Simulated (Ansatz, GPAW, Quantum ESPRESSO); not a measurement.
# Simulated XPS, UPS and emission spectra of NaH, part 3 of 8

What would valence photoemission of NaH look like, and what sets its shape?

Ansatz 0.2.0, Quantum ESPRESSO 7.5 and GPAW 26.7.0; DFT, LDA, plane-wave PAW, default files, scalar-relativistic (the session's first sound run).

So far. Step 3 (With PBEsol): At this level the gap is 3.52 eV on the path. Step 4 (Quantum ESPRESSO: self-consistent run): At this level the gap is 3.37 eV on the k-mesh of the self-consistent run, which can miss the band edges.

## (5) Quantum ESPRESSO: denser mesh

Level of this step: DFT, LDA, plane waves, ultrasoft GBRV pseudopotentials, scalar-relativistic (Quantum ESPRESSO).

The levels for the density of states are solved on the fixed potential, without another SCF cycle.

nscf.in reads:

```
&control
  calculation = 'nscf'
  prefix = 'pes'
  outdir = './tmp'
  pseudo_dir = './pp'
  verbosity = 'high'
/
&system
  ibrav = 0
  nat = 2
  ntyp = 2
  ecutwfc = 40.0
  ecutrho = 200.0
  occupations = 'smearing'
  nbnd = 13
  smearing = 'fd'
  degauss = 0.00367
/
&electrons
  conv_thr = 1.2e-08
  mixing_beta = 0.5
  electron_maxstep = 120
  diago_full_acc = .true.
/
ATOMIC_SPECIES
Na 22.9898 na_lda_v1.5.uspp.F.UPF
H 1.0080 h_lda_v1.4.uspp.F.UPF
CELL_PARAMETERS angstrom
 0.000000000 2.440000000 2.440000000
 2.440000000 0.000000000 2.440000000
 2.440000000 2.440000000 0.000000000
ATOMIC_POSITIONS crystal
Na 0.000000000 0.000000000 0.000000000
H 0.500000000 0.500000000 0.500000000
K_POINTS automatic
20 20 20 0 0 0
```

On the command line:

```sh
OMP_NUM_THREADS=1 mpirun -n 4 pw.x -nk 4 -in nscf.in > nscf.out
```

What it wrote:

```text
[banner, memory and clock lines left out]
Program PWSCF v.7.5 starts

          URL

     Atomic positions and unit cell read from directory:
     ./tmp/pes.save/

     Message from routine setup:
     using ibrav=0 with symmetry is DISCOURAGED, use correct ibrav instead

     G-vector sticks info

     bravais-lattice index     =            0
     lattice parameter (alat)  =       6.5208  a.u.
     unit-cell volume          =     196.0632 (a.u.)^3
     number of atoms/cell      =            2
     number of atomic types    =            2
     number of electrons       =        10.00
     number of Kohn-Sham states=           13
     kinetic-energy cutoff     =      40.0000  Ry
     charge density cutoff     =     200.0000  Ry
     Exchange-correlation=  SLA  PZ   NOGX NOGC
                           (   1   1   0   0   0   0   0)

     celldm(1)=   6.520842  celldm(2)=   0.000000  celldm(3)=   0.000000
     celldm(4)=   0.000000  celldm(5)=   0.000000  celldm(6)=   0.000000

     crystal axes: (cart. coord. in units of alat)
               a(1) = (   0.000000   0.707107   0.707107 )
               a(2) = (   0.707107   0.000000   0.707107 )
               a(3) = (   0.707107   0.707107   0.000000 )

     reciprocal axes: (cart. coord. in units 2 pi/alat)
               b(1) = ( -0.707107  0.707107  0.707107 )
               b(2) = (  0.707107 -0.707107  0.707107 )
               b(3) = (  0.707107  0.707107 -0.707107 )

     PseudoPot. # 1 for Na read from file:
     ./pp/na_lda_v1.5.uspp.F.UPF
     Pseudo is Ultrasoft, Zval =  9.0
     Generated by new atomic code, or converted to UPF format
     Using radial grid of  819 points,  5 beta functions with:
                l(1) =   0
                l(2) =   0
                l(3) =   1
                l(4) =   1
                l(5) =   2
     Q(r) pseudized with  8 coefficients,  rinner =    1.250   1.250   1.250
                                                       1.250   1.250

     PseudoPot. # 2 for H  read from file:
     ./pp/h_lda_v1.4.uspp.F.UPF
     Pseudo is Ultrasoft, Zval =  1.0
     Generated by new atomic code, or converted to UPF format
     Using radial grid of  615 points,  2 beta functions with:
                l(1) =   0
                l(2) =   0
     Q(r) pseudized with  8 coefficients,  rinner =    0.700

     atomic species   valence    mass     pseudopotential
     Na                9.00    22.98980     Na( 1.00)
     H                 1.00     1.00800     H ( 1.00)

     48 Sym. Ops., with inversion, found

                                    s                        frac. trans.

      isym =  1     identity

 cryst.   s( 1) = (     1          0          0      )
                  (     0          1          0      )
                  (     0          0          1      )

 cart.    s( 1) = (  1.0000000 -0.0000000  0.0000000 )
                  ( -0.0000000  1.0000000  0.0000000 )
                  ( -0.0000000  0.0000000  1.0000000 )

      isym =  2     180 deg rotation - cart. axis [0,0,1]

 cryst.   s( 2) = (     0          1         -1      )
                  (     1          0         -1      )
                  (     0          0         -1      )

 cart.    s( 2) = ( -1.0000000  0.0000000  0.0000000 )
                  (  0.0000000 -1.0000000  0.0000000 )
                  (  0.0000000 -0.0000000  1.0000000 )

      isym =  3     180 deg rotation - cart. axis [0,1,0]

 cryst.   s( 3) = (     0         -1          1      )
                  (     0         -1          0      )
                  (     1         -1          0      )

 cart.    s( 3) = ( -1.0000000 -0.0000000 -0.0000000 )
                  (  0.0000000  1.0000000 -0.0000000 )
                  (  0.0000000  0.0000000 -1.0000000 )

      isym =  4     180 deg rotation - cart. axis [1,0,0]

 cryst.   s( 4) = (    -1          0          0      )
                  (    -1          0          1      )
                  (    -1          1          0      )

 cart.    s( 4) = (  1.0000000  0.0000000 -0.0000000 )
                  ( -0.0000000 -1.0000000 -0.0000000 )
                  ( -0.0000000 -0.0000000 -1.0000000 )

      isym =  5     180 deg rotation - cart. axis [1,1,0]

 cryst.   s( 5) = (    -1          0          1      )
[...]
cart.    s( 5) = ( -0.0000000  1.0000000 -0.0000000 )
[...]
isym =  6     180 deg rotation - cart. axis [1,-1,0]

 cryst.   s( 6) = (     0         -1          0      )
[...]
cart.    s( 6) = (  0.0000000 -1.0000000 -0.0000000 )
[...]
isym =  7      90 deg rotation - cart. axis [0,0,-1]

 cryst.   s( 7) = (     0          1          0      )
[...]
cart.    s( 7) = (  0.0000000  1.0000000  0.0000000 )
[...]
isym =  8      90 deg rotation - cart. axis [0,0,1]

 cryst.   s( 8) = (     1          0         -1      )
[...]
cart.    s( 8) = ( -0.0000000 -1.0000000  0.0000000 )
[...]
isym =  9     180 deg rotation - cart. axis [1,0,1]

 cryst.   s( 9) = (    -1          1          0      )
[...]
cart.    s( 9) = (  0.0000000  0.0000000  1.0000000 )
[...]
isym = 10     180 deg rotation - cart. axis [-1,0,1]

 cryst.   s(10) = (     0          0         -1      )
[...]
cart.    s(10) = ( -0.0000000  0.0000000 -1.0000000 )
[...]
isym = 11      90 deg rotation - cart. axis [0,1,0]

 cryst.   s(11) = (     0          0          1      )
[...]
cart.    s(11) = ( -0.0000000 -0.0000000  1.0000000 )
[...]
isym = 12      90 deg rotation - cart. axis [0,-1,0]

 cryst.   s(12) = (     1         -1          0      )
[...]
cart.    s(12) = (  0.0000000 -0.0000000 -1.0000000 )
[...]
isym = 13     180 deg rotation - cart. axis [0,1,1]

 cryst.   s(13) = (     1          0          0      )
[...]
cart.    s(13) = ( -1.0000000  0.0000000 -0.0000000 )
[...]
isym = 14     180 deg rotation - cart. axis [0,1,-1]

 cryst.   s(14) = (    -1          0          0      )
[...]
cart.    s(14) = ( -1.0000000 -0.0000000  0.0000000 )
[...]
isym = 15      90 deg rotation - cart. axis [-1,0,0]

 cryst.   s(15) = (     0         -1          1      )
[...]
cart.    s(15) = (  1.0000000 -0.0000000 -0.0000000 )
[...]
isym = 16      90 deg rotation - cart. axis [1,0,0]

 cryst.   s(16) = (     0          1         -1      )
[...]
0.0000   0.0000   0.0000   0.0000   0.0000

          k = 0.1414 0.1414-0.1414 (   842 PWs)   bands (ev):

   -49.3907 -21.8917 -21.8646 -21.8646  -2.6555   8.2863  11.8729  14.1140
    14.1140  17.4614  17.4614  18.1514  19.4526

     occupation numbers
     1.0000   1.0000   1.0000   1.0000   1.0000   0.0000   0.0000   0.0000
     0.0000   0.0000   0.0000   0.0000   0.0000

          k = 0.1768 0.1768-0.1768 (   839 PWs)   bands (ev):

   -49.3897 -21.9054 -21.8663 -21.8663  -2.2980   7.2602  11.4745  13.8518
    13.8518  17.1458  17.1458  18.5296  20.1060

     occupation numbers
     1.0000   1.0000   1.0000   1.0000   1.0000   0.0000   0.0000   0.0000
     0.0000   0.0000   0.0000   0.0000   0.0000

          k = 0.2121 0.2121-0.2121 (   839 PWs)   bands (ev):

   -49.3887 -21.9189 -21.8680 -21.8680  -1.8847   6.2438  11.1972  13.6404
    13.6404  16.7744  16.7744  18.7175  20.9767

     occupation numbers
     1.0000   1.0000   1.0000   1.0000   1.0000   0.0000   0.0000   0.0000
     0.0000   0.0000   0.0000   0.0000   0.0000

          k = 0.2475 0.2475-0.2475 (   839 PWs)   bands (ev):

   -49.3878 -21.9311 -21.8695 -21.8695  -1.4389   5.3059  11.0042  13.4786
    13.4786  16.4512  16.4512  18.7247  21.9535

     occupation numbers
     1.0000   1.0000   1.0000   1.0000   1.0000   0.0000   0.0000   0.0000
     0.0000   0.0000   0.0000   0.0000   0.0000

          k = 0.2828 0.2828-0.2828 (   847 PWs)   bands (ev):

[...]
occupation numbers
[...]
k = 0.3182 0.3182-0.3182 (   841 PWs)   bands (ev):

[...]
occupation numbers
[...]
k =-0.3536-0.3536 0.3536 (   832 PWs)   bands (ev):

[...]
occupation numbers
[...]
k = 0.0707-0.0000 0.0000 (   869 PWs)   bands (ev):

[...]
occupation numbers
[...]
k = 0.1061 0.0354-0.0354 (   866 PWs)   bands (ev):

[...]
occupation numbers
[...]
k = 0.1414 0.0707-0.0707 (   852 PWs)   bands (ev):

[...]
occupation numbers
[...]
k = 0.1768 0.1061-0.1061 (   848 PWs)   bands (ev):

[...]
occupation numbers
[...]
k = 0.2121 0.1414-0.1414 (   843 PWs)   bands (ev):

[...]
occupation numbers
[...]
k = 0.2475 0.1768-0.1768 (   839 PWs)   bands (ev):

[...]
k = 0.2828 0.2121-0.2121 (   842 PWs)   bands (ev):

[...]
k = 0.3182 0.2475-0.2475 (   841 PWs)   bands (ev):

[...]
k =-0.3182-0.3889 0.3889 (   839 PWs)   bands (ev):

[...]
k =-0.2828-0.3536 0.3536 (   839 PWs)   bands (ev):

[...]
k =-0.2475-0.3182 0.3182 (   837 PWs)   bands (ev):

[...]
k =-0.2121-0.2828 0.2828 (   838 PWs)   bands (ev):

[...]
k =-0.1768-0.2475 0.2475 (   839 PWs)   bands (ev):

[...]
k =-0.1414-0.2121 0.2121 (   838 PWs)   bands (ev):

[...]
k =-0.1061-0.1768 0.1768 (   844 PWs)   bands (ev):

[...]
k =-0.0707-0.1414 0.1414 (   851 PWs)   bands (ev):

[...]
k =-0.0354-0.1061 0.1061 (   857 PWs)   bands (ev):

[...]
k =-0.0000-0.0707 0.0707 (   871 PWs)   bands (ev):

[...]
k = 0.1414-0.0000 0.0000 (   865 PWs)   bands (ev):

[...]
k =-0.2828-0.4243 0.4243 (   832 PWs)   bands (ev):

[...]
k =-0.2475-0.3889 0.3889 (   838 PWs)   bands (ev):

[...]
k =-0.2121-0.3536 0.3536 (   833 PWs)   bands (ev):

[...]
k =-0.1768-0.3182 0.3182 (   833 PWs)   bands (ev):

[...]
k =-0.1414-0.2828 0.2828 (   843 PWs)   bands (ev):

[...]
k = 0.0000-0.1414 0.1414 (   839 PWs)   bands (ev):

[...]
k = 0.2828-0.0000 0.0000 (   849 PWs)   bands (ev):

[...]
k = 0.0000-0.2828 0.2828 (   837 PWs)   bands (ev):

[...]
k = 0.3536 0.0000 0.0000 (   833 PWs)   bands (ev):

[...]
k = 0.0000-0.3536 0.3536 (   837 PWs)   bands (ev):

[...]
k = 0.4950-0.0000 0.0000 (   837 PWs)   bands (ev):

[...]
k = 0.0000-0.4950 0.4950 (   824 PWs)   bands (ev):

[...]
k = 0.5657-0.0000 0.0000 (   822 PWs)   bands (ev):

[...]
k = 0.0000-0.5657 0.5657 (   842 PWs)   bands (ev):

[...]
k = 0.6364-0.0000 0.0000 (   818 PWs)   bands (ev):

[...]
k = 0.0000-0.6364 0.6364 (   824 PWs)   bands (ev):

[...]
k =-0.7071 0.0000 0.0000 (   846 PWs)   bands (ev):

[...]
k = 0.1414 0.0707 0.0000 (   853 PWs)   bands (ev):

[...]
k = 0.2828 0.1414-0.0707 (   842 PWs)   bands (ev):

[...]
k = 0.3182 0.1768-0.1061 (   840 PWs)   bands (ev):

[...]
k = 0.3536 0.2121-0.1414 (   838 PWs)   bands (ev):

[...]
k = 0.3889 0.2475-0.1768 (   833 PWs)   bands (ev):

[...]
k =-0.0354-0.1768 0.2475 (   842 PWs)   bands (ev):

[...]
k = 0.0000-0.1414 0.2121 (   850 PWs)   bands (ev):

[...]
k = 0.2828 0.0707 0.0000 (   844 PWs)   bands (ev):

[...]
k = 0.3182 0.1061-0.0354 (   844 PWs)   bands (ev):

[...]
k = 0.3536 0.1414-0.0707 (   845 PWs)   bands (ev):

[...]
k = 0.3889 0.1768-0.1061 (   839 PWs)   bands (ev):

[...]
k = 0.4243 0.2121-0.1414 (   838 PWs)   bands (ev):

[...]
occupation numbers
[...]
k =-0.2475-0.4596 0.5303 (   834 PWs)   bands (ev):

[...]
occupation numbers
[...]
k =-0.2121-0.4243 0.4950 (   835 PWs)   bands (ev):

[...]
occupation numbers
[...]
k =-0.1768-0.3889 0.4596 (   835 PWs)   bands (ev):

[...]
occupation numbers
[...]
k =-0.1414-0.3536 0.4243 (   839 PWs)   bands (ev):

   -49.3860 -21.9364 -21.8891 -21.8744  -0.4502   4.6046   8.2363  12.0264
    13.8981  16.4336  18.1698  20.7124  21.9703

     occupation numbers
     1.0000   1.0000   1.0000   1.0000   1.0000   0.0000   0.0000   0.0000
     0.0000   0.0000   0.0000   0.0000   0.0000

          k =-0.1061-0.3182 0.3889 (   837 PWs)   bands (ev):

   -49.3864 -21.9311 -21.8884 -21.8725  -0.7942   5.1746   8.2735  12.3041
    14.1108  16.4919  18.1172  19.8473  21.3839

     occupation numbers
     1.0000   1.0000   1.0000   1.0000   1.0000   0.0000   0.0000   0.0000
     0.0000   0.0000   0.0000   0.0000   0.0000

          k =-0.0707-0.2828 0.3536 (   836 PWs)   bands (ev):

   -49.3871 -21.9239 -21.8865 -21.8704  -1.2008   5.8953   8.4293  12.6376
    14.3622  16.5714  18.0166  19.1348  20.5570

     occupation numbers
     1.0000   1.0000   1.0000   1.0000   1.0000   0.0000   0.0000   0.0000
     0.0000   0.0000   0.0000   0.0000   0.0000

          k =-0.0354-0.2475 0.3182 (   841 PWs)   bands (ev):

   -49.3879 -21.9156 -21.8832 -21.8684  -1.6082   6.6450   8.7640  12.9922
    14.6447  16.5419  17.7802  18.8942  19.7130

     occupation numbers
     1.0000   1.0000   1.0000   1.0000   1.0000   0.0000   0.0000   0.0000
     0.0000   0.0000   0.0000   0.0000   0.0000

          k =-0.0000-0.2121 0.2828 (
```

Run time: 6.9 s. Hardware: 4 MPI ranks of Intel Xeon Platinum 8488C (Sapphire Rapids), shared host; 26 s of CPU time.

(Part 3 of 8 ends here.)

[Logs are printed without paths, hosts, clocks, repeated set-up lines and the standing remarks that a program may print on its own settings, such as how far it seeks lower states.]

[Hosts, paths, dates, database ids (printed as entryN), source tags and the programs' standing remarks are cut or masked in the printed files.]

[Maps of the electrostatic potential energy from Ansatz leave out the sawtooth potential of an applied field or a dipole correction, so their vacuum need not be flat; work functions include it.]

[Peak lists hold at most the 14 tallest peaks of each spectrum; further lines can be left out.]
